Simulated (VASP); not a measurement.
Output of a VASP run:

**OSZICAR**
```
       N       E                     dE             d eps       ncg     rms          rms(c)
DAV:   1     0.228863197399E+03    0.22886E+03   -0.14125E+04   928   0.154E+03
DAV:   2    -0.865404452382E+01   -0.23752E+03   -0.23085E+03  1192   0.393E+02
DAV:   3    -0.182830759979E+02   -0.96290E+01   -0.96222E+01  1096   0.908E+01
DAV:   4    -0.186294728763E+02   -0.34640E+00   -0.34626E+00  1552   0.132E+01
DAV:   5    -0.186320734793E+02   -0.26006E-02   -0.26006E-02  1072   0.121E+00    0.801E+00
DAV:   6    -0.172997419684E+02    0.13323E+01   -0.72270E+00   960   0.191E+01    0.310E+00
DAV:   7    -0.173047376066E+02   -0.49956E-02   -0.19179E-01  1232   0.391E+00    0.166E+00
DAV:   8    -0.173229916633E+02   -0.18254E-01   -0.33559E-02  1168   0.226E+00    0.197E-01
DAV:   9    -0.173273326280E+02   -0.43410E-02   -0.78131E-03  1232   0.709E-01    0.134E-01
DAV:  10    -0.173282170990E+02   -0.88447E-03   -0.13424E-03  1136   0.272E-01    0.378E-02
DAV:  11    -0.173282273600E+02   -0.10261E-04   -0.10966E-04  1248   0.999E-02    0.153E-02
DAV:  12    -0.173282342734E+02   -0.69134E-05   -0.23075E-05  1160   0.463E-02    0.337E-03
DAV:  13    -0.173282345911E+02   -0.31763E-06   -0.30599E-06  1224   0.151E-02
   1 F= -.17328235E+02 E0= -.17328235E+02  d E =-.629534E-17
```

OUTCAR:
```
------------------------ aborting loop because EDIFF is reached ----------------------------------------
  FORCE on cell =-STRESS in cart. coord.  units (eV):
  Direction    XX          YY          ZZ          XY          YZ          ZX
  --------------------------------------------------------------------------------------
  Total        0.6636503      0.6636503      0.6636503      0.0000000      0.0000000     -0.0000000
  in kB       26.1295517     26.1295517     26.1295517      0.0000000      0.0000000     -0.0000000
  external PRESSURE =      26.1295517 kB  Pullay stress =       0.0000000 kB
  volume of cell :       40.69
      direct lattice vectors                 reciprocal lattice vectors
     0.000000000  2.730000000  2.730000000    -0.183150183  0.183150183  0.183150183
     2.730000000  0.000000000  2.730000000     0.183150183 -0.183150183  0.183150183
     2.730000000  2.730000000  0.000000000     0.183150183  0.183150183 -0.183150183
 POSITION                                       TOTAL-FORCE (eV/Angst)
 -----------------------------------------------------------------------------------
      0.00000      0.00000      0.00000        -0.000000     -0.000000     -0.000000
      1.36500      1.36500      1.36500        -0.000000      0.000000      0.000000
      4.09500      4.09500      4.09500         0.000000     -0.000000     -0.000000
 -----------------------------------------------------------------------------------
    total drift:                                0.000000     -0.000000      0.000000
  FREE ENERGIE OF THE ION-ELECTRON SYSTEM (eV)
  ---------------------------------------------------
  free  energy   TOTEN  =       -17.3282345911 eV

  energy  without entropy=      -17.3282345911  energy(sigma->0) =      -17.32823459
```
(Selected blocks of OUTCAR.)

File POSCAR:
```
CaF2
1
    0.0000000000     2.7300000000     2.7300000000
    2.7300000000     0.0000000000     2.7300000000
    2.7300000000     2.7300000000     0.0000000000
Ca F
1 2
Direct
  0.0000000000   0.0000000000   0.0000000000
  0.2500000000   0.2500000000   0.2500000000
  0.7500000000   0.7500000000   0.7500000000
```

Write an INCAR and KPOINTS that could have produced this output.

One answer among several that fit: the input of the run itself, PBE GGA, plane waves, VASP's PBE PAW potentials (set 64).

### KPOINTS
```
Regular mesh
0
Gamma
8 8 8
0 0 0
```

INCAR:
```
LASPH  =  .TRUE.   # aspherical one-centre terms
EDIFF  =  1E-6
LREAL  =  .FALSE.   # projection in real space or not
ISIF  =  2   # forces and stress, cell fixed
GGA  =  PE   # PBE
LWAVE  =  .FALSE.
SYSTEM  =  CaF2
NELM  =  100   # most electronic steps
ENCUT  =  520
LCHARG  =  .FALSE.
SIGMA  =  0.05
ISMEAR  =  0   # Gaussian
PREC  =  Accurate
ALGO  =  Normal
```

POTCAR, in this order: Ca_sv F (PBE.64 set). Program: vasp_std.

The compound is CaF2 in the fluorite structure. The cell was not relaxed at this level.
